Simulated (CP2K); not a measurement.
# AlN (Fm-3m) in CP2K: reference runs, part 2 of 2

CP2K 2026.2. The steps go on from the part before.

## (11) Single point, PBE (atoms moved at random, drawn with an rms of 0.05 Å)

aln_scf.inp reads:

```
&GLOBAL
  PROJECT aln_scf
  RUN_TYPE ENERGY_FORCE
  PRINT_LEVEL LOW
&END GLOBAL
&FORCE_EVAL
  METHOD QS
  STRESS_TENSOR ANALYTICAL
  &DFT
    BASIS_SET_FILE_NAME BASIS_MOLOPT_UZH
    POTENTIAL_FILE_NAME POTENTIAL_UZH
    &MGRID
      CUTOFF 450
      REL_CUTOFF 60
      NGRIDS 4
    &END MGRID
    &QS
      METHOD GPW
      EPS_DEFAULT 1.0E-10
    &END QS
    &KPOINTS
      SCHEME MONKHORST-PACK 11 11 11
      GAMMA_CENTERED T
      SYMMETRY T
      SYMMETRY_BACKEND SPGLIB
    &END KPOINTS
    &SCF
      SCF_GUESS ATOMIC
      EPS_SCF 1.0E-6
      MAX_SCF 100
      ADDED_MOS 10
      CHOLESKY OFF
      EPS_EIGVAL 1.0E-7
      &DIAGONALIZATION ON
        ALGORITHM STANDARD
      &END DIAGONALIZATION
      &MIXING ON
        METHOD BROYDEN_MIXING
        ALPHA 0.4
        BETA 1.5
        NBUFFER 8
      &END MIXING
      &SMEAR ON
        METHOD FERMI_DIRAC
        ELECTRONIC_TEMPERATURE 580.23
      &END SMEAR
    &END SCF
    &XC
      &XC_FUNCTIONAL PBE
      &END XC_FUNCTIONAL
    &END XC
    &PRINT
      &KPOINTS ON
      &END KPOINTS
      &MULLIKEN ON
      &END MULLIKEN
      &MO ON
        ENERGIES T
        OCCUPATION_NUMBERS T
        &EACH
          QS_SCF 0
        &END EACH
        ADD_LAST NUMERIC
      &END MO
      &LOWDIN ON
      &END LOWDIN
      &HIRSHFELD ON
        SHAPE_FUNCTION DENSITY
      &END HIRSHFELD
    &END PRINT
  &END DFT
  &SUBSYS
    &CELL
      A 2.8772429485 0.0000000000 0.0000000000
      B 1.4386214742 2.4917654863 0.0000000000
      C 1.4386214742 0.8305884954 2.3492590299
      PERIODIC XYZ
    &END CELL
    &COORD
      SCALED
      Al  0.5025450000 0.5090280000 0.4863300000
      N   -0.0076080000 0.0037190000 0.0020680000
    &END COORD
    &KIND Al
      BASIS_SET TZVP-MOLOPT-PBE-GTH-q3
      POTENTIAL GTH-PBE-q3
    &END KIND
    &KIND N
      BASIS_SET TZVP-MOLOPT-PBE-GTH-q5
      POTENTIAL GTH-PBE-q5
    &END KIND
    &PRINT
      &ATOMIC_COORDINATES ON
      &END ATOMIC_COORDINATES
      &CELL ON
      &END CELL
    &END PRINT
  &END SUBSYS
  &PRINT
    &FORCES ON
    &END FORCES
    &STRESS_TENSOR ON
    &END STRESS_TENSOR
  &END PRINT
&END FORCE_EVAL
```

Potentials or basis: POTENTIAL_UZH Al GTH-PBE-q3, N GTH-PBE-q5; TZVP-MOLOPT-PBE-GTH basis.

Run with:

```sh
$ OMP_NUM_THREADS=1 cp2k.psmp -i aln_scf.inp -o aln_scf.out
```

aln_scf.out:

```text

 CP2K| version string:                                       CP2K version 2026.2
 CP2K| Input file name                                               aln_scf.inp

 GLOBAL| Force Environment number                                              1
 GLOBAL| Basis set file name                                    BASIS_MOLOPT_UZH
 GLOBAL| Potential file name                                       POTENTIAL_UZH
 GLOBAL| MM Potential file name                                     MM_POTENTIAL
 GLOBAL| Coordinate file name                                      __STD_INPUT__
 GLOBAL| Method name                                                        CP2K
 GLOBAL| Project name                                                    aln_scf
 GLOBAL| Run type                                                   ENERGY_FORCE
 GLOBAL| FFT library                                                       FFTW3
[... 8 lines left out ...]
 GLOBAL| CPU model name                                                  UNKNOWN

 CELL| Volume [angstrom^3]:                                            16.842812
 CELL| Vector a [angstrom]:       2.877     0.000     0.000   |a| =     2.877243
 CELL| Vector b [angstrom]:       1.439     2.492     0.000   |b| =     2.877243
 CELL| Vector c [angstrom]:       1.439     0.831     2.349   |c| =     2.877243
 CELL| Angle (b,c), alpha [degree]:                                    60.000000
 CELL| Angle (a,c), beta  [degree]:                                    60.000000
 CELL| Angle (a,b), gamma [degree]:                                    60.000000
 CELL| Numerically orthorhombic:                                              NO
 CELL| Periodicity                                                           XYZ

 CELL_REF| Volume [angstrom^3]:                                        16.842812
 CELL_REF| Vector a [angstrom     2.877     0.000     0.000   |a| =     2.877243
 CELL_REF| Vector b [angstrom     1.439     2.492     0.000   |b| =     2.877243
 CELL_REF| Vector c [angstrom     1.439     0.831     2.349   |c| =     2.877243
 CELL_REF| Angle (b,c), alpha [degree]:                                60.000000
 CELL_REF| Angle (a,c), beta  [degree]:                                60.000000
 CELL_REF| Angle (a,b), gamma [degree]:                                60.000000
 CELL_REF| Numerically orthorhombic:                                          NO
 CELL_REF| Periodicity                                                       XYZ
[... 10 lines left out ...]

  Total number of            - Atomic kinds:                                   2
                             - Atoms:                                          2
                             - Shell sets:                                     2
[... 422 lines left out ...]
 MO|      7               0.770712              20.972149               0.000000
 MO|      8               0.805575              21.920823               0.000000
 MO|      9               0.987184              26.862640               0.000000
 MO|     10               1.075859              29.275611               0.000000
 MO|     11               1.120711              30.496101               0.000000
 MO|     12               1.352557              36.804946               0.000000
 MO|     13               1.411619              38.412100               0.000000
 MO|     14               1.496498              40.721774               0.000000
 MO| Sum:                                                               8.000000
 MO| E(Fermi):            0.439360 a.u.         11.955588 eV
 MO| Band gap:            0.330198 a.u.          8.985146 eV

 [... the levels of further k-points ...]

 !-----------------------------------------------------------------------------!
                     Mulliken Population Analysis

 #  Atom  Element  Kind  Atomic population                           Net charge
       1     Al       1          0.864791                              2.135209
       2     N        2          7.135209                             -2.135209
 # Total charge                              8.000000                 -0.000000

 !-----------------------------------------------------------------------------!

 !-----------------------------------------------------------------------------!
                           Hirshfeld Charges

  #Atom  Element  Kind  Ref Charge     Population                    Net charge
      1       Al     1       3.000          2.669                         0.331
      2       N      2       5.000          5.331                        -0.331

  Total Charge                                                           -0.000
 !-----------------------------------------------------------------------------!

 LOWDIN POPULATION ANALYSIS

 #  Atom  Element  Kind  Atomic population                           Net charge
       1     Al       1          2.919266                              0.080734
       2     N        2          5.080734                             -0.080734
 # Total charge                              8.000000                  0.000000

 ENERGY| Total FORCE_EVAL ( QS ) energy [hartree]            -12.116027177022699

 FORCES| Atomic forces [hartree/bohr]
 FORCES|   Atom     x               y               z               |f|
 FORCES|      1 -1.87948451E-03 -2.96977017E-05  4.84009197E-03   5.19228604E-03
 FORCES|      2  1.91104300E-03  6.47988551E-06 -4.85189881E-03   5.21469552E-03
 FORCES| Sum     3.15584865E-05 -2.32178162E-05 -1.18068319E-05
 FORCES| Total atomic force                                       4.09195105E-05

 STRESS| Analytical stress tensor [bar]
 STRESS|                        x                   y                   z
 STRESS|      x        1.09225806054E+03   1.44760589936E+03  -1.93297666308E+03
 STRESS|      y        1.44760589936E+03   7.06122694491E+02  -2.95334670925E+02
 STRESS|      z       -1.93297666308E+03  -2.95334670925E+02   6.29068022926E+02
 STRESS| 1/3 Trace                                             8.09149592653E+02
 STRESS| Determinant                                          -1.91389282199E+09

 STRESS| Eigenvectors and eigenvalues of the analytical stress tensor [bar]
 STRESS|                        1                   2                   3
 STRESS| Eigenvalues  -1.40406921870E+03   3.96868542586E+02   3.43464945408E+03
 STRESS|      x          -0.694495860644     -0.053079753345      0.717536089220
 STRESS|      y           0.391987347433      0.808362533118      0.439199196839
 STRESS|      z          -0.603341875723      0.586287092504     -0.540597841434
```

Wall time 2 min (1 thread of Arm Neoverse V2, shared host); peak memory 0.32 GiB.

What came out:

| Property | Result |
| --- | --- |
| Free energy | -329.6939 eV |
| Pressure | 0.1 GPa |
| Largest force | 0.268 eV/Å |
| Band gap on the k mesh | 4.54 eV, indirect (least direct gap 5.39 eV) |
| Mulliken charges | Al +2.14; N -2.14 e |
| Hirshfeld charges | Al +0.33; N -0.33 e |

Forces on the atoms (eV/Å):
```
Al  -0.097 -0.002  0.249
N    0.098  0.000 -0.249
```

Caveat: Mulliken charges move with the basis; an odd mesh through Γ misses points on the zone boundary, where band edges often lie; the basis of atomic orbitals isn't converged, which shifts pressures, moduli and gaps.

## (12) Overview

| task | cell | NGRIDS | gap on the mesh (eV) | pressure (GPa) |
| --- | --- | --- | --- | --- |
| single point | as given | 5 | 4.55 | -0.2 |
| equation of state | as given | 5 | - | - |
| single point | atoms moved at random, drawn with an rms of 0.05 Å | 4 | 4.54 | 0.1 |

Alike in all rows: level PBE; potentials or basis POTENTIAL_UZH Al GTH-PBE-q3, N GTH-PBE-q5; TZVP-MOLOPT-PBE-GTH basis; no spin polarisation; k mesh 11 × 11 × 11; smearing fermi-dirac 0.05 eV.

Caveats: the basis of atomic orbitals isn't converged, which shifts pressures, moduli and gaps; an odd mesh through Γ misses points on the zone boundary, where band edges often lie (some runs).

Absolute energies hang on the potentials; compare differences alone.
